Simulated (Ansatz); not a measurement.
**Notes on BaTiO₃**

```xyz
10
Lattice="-4.0272 2.8609 2.8675 0.0000 -2.8609 2.8675 -4.0272 -2.8609 -2.8675" Properties=species:S:1:pos:R:3 pbc="T T T"
Ba    0.0000    0.0000    0.0000
Ba   -4.0272    0.0000    0.0000
Ti   -2.0136   -2.8609    0.0573
Ti   -6.0408   -2.8609    0.0573
O    -4.0272   -2.8609   -0.0573
O    -4.0272    0.0000    2.8101
O    -2.0136   -1.4133    4.2267
O    -6.0408   -1.4133    4.2267
O    -2.0136   -1.4476    1.3592
O    -6.0408   -1.4476    1.3592
```

The numbers come from plane-wave PAW DFT (Ansatz): r2SCAN, no spin polarisation, 500 eV, 5×6×5 Γ-centred k points, fermi-dirac occupations (width 0.1 eV). Nothing was relaxed.

Q: What is the band gap?

A: The gap is 2.29 eV, indirect (the least direct gap found is 2.34 eV).

Q: Is it stable against the elements?

A: -3.40 eV an atom against the elements' usual phases (free molecules for gases, crystals otherwise, with no correction for O₂ or N₂), so it is bound against them; other compounds may still compete. Relaxing would lower it.

Q: What do density and ELF say about some of the short contacts?

A: Ti–O at 1.92 Å: least valence density 0.78 e/Å³ and ELF 0.23 there. Ba–O at 2.81 Å: least valence density 0.18 e/Å³ and ELF 0.08 there, a closed-shell (ionic or weak) contact. Both are smooth PAW fields, read partly inside the augmentation spheres.

Q: Where is the largest force?

A: The largest is on Ti3 (and as large on other atoms): 0.42 eV/Å, components (0.00, 0.00, 0.42). It makes 47° with the line to a nearest neighbour, O8 at 1.92 Å.

Q: What is the character of the valence top and the conduction bottom?

A: Within 0.7 eV of the edges, the states project mainly on O p (94 %) below the gap and on Ti d (89 %) above it.

Origin: a database entry at a rescaled volume.
